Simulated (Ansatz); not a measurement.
**Ag, dhcp (4H): how the functional moves the structure**

All rows: Ansatz, plane waves with scalar-relativistic PAW, 420 eV (500 eV for the SCAN forms), relaxed under each functional, no dispersion correction, no zero-point motion. B₀ comes from uniform scaling at fixed shape; a dash is a value not given.

The measured cell (COD entry 1509194) has a = 2.886 Å, c = 10.000 Å (c/a = 3.465), 18.04 Å³/atom.

| functional | V (Å³/atom) | cell | B₀ (GPa) | magnetic state | ΔE to fcc (meV/atom) |
| --- | --- | --- | --- | --- | --- |
| PBE | 17.85 | a = 2.922 Å, c = 9.655 Å (c/a = 3.304) | 90 | spin not included | 0 |
| r²SCAN | 17.29 | a = 2.891 Å, c = 9.558 Å (c/a = 3.307) | 102 | spin not included | 5 |
| PBEsol | 16.65 | a = 2.854 Å, c = 9.439 Å (c/a = 3.307) | 119 | spin not included | 5 |
| LDA | 16.01 | a = 2.817 Å, c = 9.318 Å (c/a = 3.308) | 138 | spin not included | 4 |
| RPBE | 18.69 | a = 2.969 Å, c = 9.795 Å (c/a = 3.299) | 73 | spin not included | 0 |
| BLYP | 19.30 | a = 3.001 Å, c = 9.902 Å (c/a = 3.300) | 69 | spin not included | -1 |

Problem. What does revPBE give?

Solution. V (Å³/atom): 18.44; cell: a = 2.955 Å, c = 9.752 Å (c/a = 3.300); B₀ (GPa): 78; magnetic state: spin not included; ΔE to fcc (meV/atom): 0.

Problem. Which functional comes closest to the measured volume?

Solution. PBE, off by -1.0 %. The measured value holds thermal expansion and zero-point motion, which the calculations lack.
